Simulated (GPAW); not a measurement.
Consider ZnO (wurtzite (ZnO)1-x(CdO)x, x = 0, P6_3mc).

```xyz
16
Lattice="6.5000 0.0000 0.0000 0.0000 5.6292 0.0000 0.0000 0.0000 5.2070" Properties=species:S:1:pos:R:3 pbc="T T T"
Zn    0.0000    0.0000    0.0000
O     0.0000    1.8764    0.6256
Zn    0.0000    1.8764    2.6035
O     0.0000    0.0000    3.2291
Zn    1.6250    2.8146    0.0000
O     1.6250    4.6910    0.6256
Zn    1.6250    4.6910    2.6035
O     1.6250    2.8146    3.2291
Zn    3.2500    0.0000    0.0000
O     3.2500    1.8764    0.6256
Zn    3.2500    1.8764    2.6035
O     3.2500    0.0000    3.2291
Zn    4.8750    2.8146    0.0000
O     4.8750    4.6910    0.6256
Zn    4.8750    4.6910    2.6035
O     4.8750    2.8146    3.2291
```

Absorber: atom 2, with 4 Zn at 1.98 Å (tetrahedral). Method: GPAW, LDA, excited-electron core hole (neutral cell), 16-atom cell with 5.2 Å between holes, 4×4×4 k points, dipole transitions, Gaussian full width 0.9 eV up to 4 eV, rising linearly to 3.5 eV at 25 eV.

What does the O K edge look like?

Main maxima up to 24 eV above the zero (height): 6.9 eV (3.10) and 12.3 eV (1.02). A K edge sees empty p states on the absorber. The total-energy difference is 534.89 eV. One term is added: -8.83 eV, since the hole is spin-paired here and a spin-polarised one costs that much less in the free atom (computed apart). The photon energy is then 526.06 eV. The functional leaves an error in such absolute values: in the free atom LDA prices this hole 4.1 eV below PBE (computed apart), and PBE is itself good to a few eV.

The O K spectrum (energy from the bottom of the conduction band, which holds the excited electron; intensity scaled to a mean of 1 over the first 20 eV; polarised curves are means over the symmetry-equivalent atoms):

```csv
E (eV),isotropic,ε ⊥ c,ε ∥ c
-2.0,0.00,0.00,0.00
-1.5,0.00,0.00,0.00
-1.0,0.00,0.00,0.00
-0.5,0.00,0.00,0.00
0.0,0.00,0.00,0.00
0.5,0.02,0.02,0.01
1.0,0.07,0.08,0.06
1.5,0.15,0.15,0.16
2.0,0.24,0.25,0.22
2.5,0.43,0.47,0.36
3.0,0.74,0.73,0.76
3.5,1.12,1.09,1.18
4.0,1.52,1.58,1.40
4.5,1.87,1.90,1.81
5.0,2.06,2.00,2.18
5.5,2.20,2.13,2.34
6.0,2.65,2.55,2.86
6.5,2.98,3.11,2.72
7.0,3.09,3.51,2.27
7.5,2.68,2.97,2.11
8.0,1.68,1.72,1.61
8.5,0.92,0.82,1.13
9.0,0.78,0.55,1.24
9.5,0.90,0.57,1.55
10.0,0.95,0.66,1.52
10.5,0.91,0.77,1.18
11.0,0.90,0.91,0.87
11.5,0.94,1.06,0.69
12.0,1.00,1.20,0.60
12.5,1.01,1.25,0.54
13.0,0.95,1.16,0.52
13.5,0.82,0.96,0.53
14.0,0.67,0.73,0.57
14.5,0.57,0.55,0.61
15.0,0.51,0.43,0.65
15.5,0.46,0.36,0.66
16.0,0.42,0.31,0.64
16.5,0.39,0.28,0.61
17.0,0.39,0.28,0.59
17.5,0.40,0.31,0.58
18.0,0.44,0.37,0.59
18.5,0.49,0.44,0.61
19.0,0.56,0.51,0.66
19.5,0.64,0.59,0.73
20.0,0.71,0.66,0.81
20.5,0.78,0.73,0.89
21.0,0.84,0.80,0.93
21.5,0.90,0.88,0.94
22.0,0.95,0.97,0.91
22.5,1.00,1.07,0.86
23.0,1.05,1.17,0.80
23.5,1.11,1.28,0.75
24.0,1.18,1.39,0.74
24.5,1.25,1.48,0.79
25.0,1.32,1.53,0.89
25.5,1.36,1.52,1.04
26.0,1.38,1.46,1.22
26.5,1.36,1.35,1.39
27.0,1.31,1.21,1.50
27.5,1.22,1.07,1.52
28.0,1.12,0.95,1.46
28.5,1.01,0.86,1.32
29.0,0.92,0.80,1.16
29.5,0.84,0.76,1.00
```

The holes are only 5.2 Å apart, so the shape is probably not converged with cell size; no larger cell was run here. The mesh is coarse (0.30 Å⁻¹ between points), so small maxima may be mesh ripples.

[Banner, clock and machine lines of the logs are left out without a mark of their own.]

[Logs are printed without paths, hosts, clocks, repeated set-up lines and the standing remarks that a program may print on its own settings, such as how far it seeks lower states.]

[Hosts, paths, dates, database ids (printed as entryN), source tags and the programs' standing remarks are cut or masked in the printed files.]

[Lists of maxima count a maximum above −3 eV only where it reaches 4 % of the highest in the window and stands out from its surroundings by 2 % of it (1.5 % where it reaches 55 %); shoulders and weaker maxima are passed over, and of the rest the first, up to two pre-edge ones and the few strongest are named.]
